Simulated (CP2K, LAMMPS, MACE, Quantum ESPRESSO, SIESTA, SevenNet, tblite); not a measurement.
# Bulk modulus two ways: Al2O3 with crystalline order left by the classical run (125 atoms), SevenNet 0

The cell holds 125 atoms (50 Al and 75 O). Recipe: 125 atoms (50 Al, 75 O) placed at random at 3.05 g/cm³, melted at 4500 K for 20 ps at fixed volume with the Morse and Coulomb pair potential with partial charges (Pedone, Malavasi, Menziani, Cormack and Segre, J. Phys. Chem. B 110, 11780 (2006)). Quenched from 4500 K to 300 K at 10 K/ps and fixed volume, held 5 ps. Then the atoms were relaxed with SevenNet 0 in the fixed cell.

Calculated with SevenNet 0: SevenNet 0, trained on PBE(+U) plane-wave data, no dispersion term. The cell is scaled evenly by ±3 % in volume, and SevenNet 0 relaxes the atoms at each volume before the single point.

```
volume (Å³/atom)  energy less the middle row's (meV/atom)  pressure (GPa)
          10.769                                   -4.739          -0.541
          11.102                                    0.000          -3.931
          11.435                                   11.331          -6.954
```

**Question.** Find the bulk modulus at the middle volume from the pressures and from the energies, and check the printed pressure against the slope of the energy (1 meV/Å³ = 0.16022 GPa).

Worked:

The step is h = 0.3331 Å³. From pressures: B = −V dP/dV = 11.102 × (-0.541 − (-6.954)) / (2 × 0.3331) = 107 GPa.

From energies: B = V d²E/dV² = 11.102 × (-4.739 + (11.331)) / 0.3331² = 659.7 meV/Å³ = 106 GPa.

Slope: P = −dE/dV = −(11.331 − (-4.739)) / (2 × 0.3331) = -24.1 meV/Å³ = -3.87 GPa, against -3.93 GPa printed.

The two moduli agree within 1 %.

A central difference over ±3 % overstates P by about B(1 + B′)(0.03)²/6, some 0.08 GPa for B′ = 4.

Limits: three points, a static cell at zero temperature, the cell shape held; the modulus is that at -3.9 GPa, not at zero pressure.

[Logs are printed without paths, hosts, clocks, repeated set-up lines and the standing remarks that a program may print on its own settings, such as how far it seeks lower states.]

[Hosts, paths, dates, database ids (printed as entryN), source tags and the programs' standing remarks are cut or masked in the printed files.]
